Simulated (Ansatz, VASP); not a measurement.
**W: VASP beside Ansatz**

```
W
1.0
     4.66592    0.00000    0.00000
    -2.33296    4.04081    0.00000
     0.00000    0.00000    2.59193
W
3
Cartesian
  -2.3330 4.0408 0.0000
  0.0000 2.6939 1.2960
  2.3330 1.3469 1.2960
```

Alike in both runs: functional r2SCAN; k mesh 8 × 8 × 11; occupations fermi-dirac, width 0.1 eV; no spin polarisation.

Ansatz relaxed the structure, and its values are those at the end. VASP's run is a single point on that final structure, the one shown.

|  | VASP | Ansatz |
| --- | --- | --- |
| version | VASP 6.6.1 | Ansatz 0.2.0 |
| potentials or method | VASP PAW PBE potentials, release 64 (W_sv) | plane waves (500 eV) with PAW, scalar-relativistic |
| plane-wave cutoff (eV) | 520 | 500 |
| valence electrons in the cell | 42 | 42 |

```csv
,VASP,Ansatz,Ansatz less VASP
pressure (GPa),1.3,0.0,-1.29
```

Caveats: the PAW data sets were made with another functional, which shifts forces and pressure a little (VASP). Spin-orbit coupling is left out, which matters for the levels of W.
